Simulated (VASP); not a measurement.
Al4H: phonons with PBE+D3

Al4H:

```
CELL_PARAMETERS angstrom
2.65282 1.53161 4.42667
-2.65282 1.53161 4.42667
0.00000 -3.06321 4.42667
ATOMIC_POSITIONS crystal
Al 0.50000 0.50000 0.00000
Al 0.00000 0.50000 0.50000
Al 0.50000 0.00000 0.50000
Al 0.50000 0.50000 0.50000
H 0.00000 0.00000 0.00000
```

The cell was built by a generator and needn't be a form met in nature.

| Quantity | Value |
| --- | --- |
| Program | VASP 6.6.1 |
| Task | phonons |
| Functional | PBE |
| Dispersion | D3 |
| Potentials or basis | VASP PAW PBE potentials, release 64 (Al, H) |
| Cutoff | 600 eV |
| k mesh | 5 × 5 × 5 |
| Occupations | gaussian, width 0.05 eV |
| Spin | no spin polarisation |
| Further INCAR settings | ALGO = Normal; EDIFF = 1e-08; IBRION = 6; POTIM = 0.015; NSW = 1 |

The relaxed volume is 21.18 Å³/atom. The relaxed cell is a = 5.348 Å, b = 5.348 Å, c = 5.348 Å, α = 59.08°, β = 59.08°, γ = 59.08°. The space group after relaxing (to 0.05 Å) is R-3m (No. 166) and the highest phonon frequency at Γ, LO-TO splitting left out is 523 cm⁻¹. The most unstable mode is 708i cm⁻¹ and the dispersion energy per atom is -0.108 eV.

Step by step:
```csv
step,energy change (eV),largest force (eV/Å),pressure (GPa),volume (Å³)
1,0.0000,0.0000,-0.79,107.92
2,-0.0049,0.0000,-0.13,106.25
3,-0.0050,0.0000,0.00,105.96
4,-0.0050,0.0000,0.01,105.92
5,-0.0050,0.0000,0.01,105.91
6,-0.0050,0.0000,0.01,105.91
```

Final structure:
```xyz
5
Lattice="2.6369 1.5224 4.3969 -2.6369 1.5224 4.3969 0.0000 -3.0449 4.3969" Properties=species:S:1:pos:R:3 pbc="T T T"
Al    0.0000   -1.5224    8.7937
Al   -1.3185   -0.7612    4.3969
Al   -1.3185    0.7612    8.7937
Al    0.0000    0.0000    6.5953
H     0.0000    0.0000    0.0000
```

Phonon frequencies in cm⁻¹ (negative: imaginary):
```csv
q point,frequencies
"(0.000, 0.000, 0.000)",-708 -708 -178 -90 -90 0 0 0 233 233 326 327 327 470 523
```

Wall time 7 min on 1 thread of AMD EPYC 9R14 (Zen 4), with other jobs on the host, peak memory 0.37 GiB.

Caveat: some modes are imaginary.
